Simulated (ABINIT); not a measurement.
The system is BaTiO3.

```
Ba Ti O
1.0
     3.99980    0.00000    0.00000
     0.00000    3.99980    0.00000
     0.00000    0.00000    4.01800
Ba Ti O
1 1 3
Direct
  0.00000 0.00000 0.00000
  0.50000 0.50000 0.49000
  0.00000 0.50000 0.51700
  0.50000 0.00000 0.51700
  0.50000 0.50000 0.01900
```

Base run:

| Property | Result |
| --- | --- |
| Program | ABINIT 10.8.3 (patched build) |
| Functional | PBE |
| Potentials or basis | JTH PAW PBE v2.0 |
| Cutoff | 626 eV |
| k mesh | 7 × 7 × 7 |
| Occupations | fermi-dirac, width 0.05 eV |
| Spin | no spin polarisation |

Its results: band gap on the k mesh 1.89 eV, indirect (least direct gap 2.07 eV); pressure 3.6 GPa; largest force 0.291 eV/Å.

The run is repeated on the same cell with these changes: functional from PBE to PBEsol. What comes out?

Band gap on the k mesh 1.84 eV, indirect (least direct gap 2.03 eV); pressure -2.5 GPa; largest force 0.319 eV/Å.

PBEsol binds more tightly than PBE, so the same cell stands under less pressure.

Caveats: this set's barium file shifts pressures by 1.5 GPa and gaps by 0.1 eV against other sets; spin-orbit coupling is left out, which moves the levels of the heavy elements; the atomic spheres overlap; an odd mesh through Γ misses points on the zone boundary, where band edges often lie (some runs); the PAW data sets were made with another functional, which shifts forces and pressure a little (some runs); the mesh misses the band edges, which the band path finds closer together (some runs).
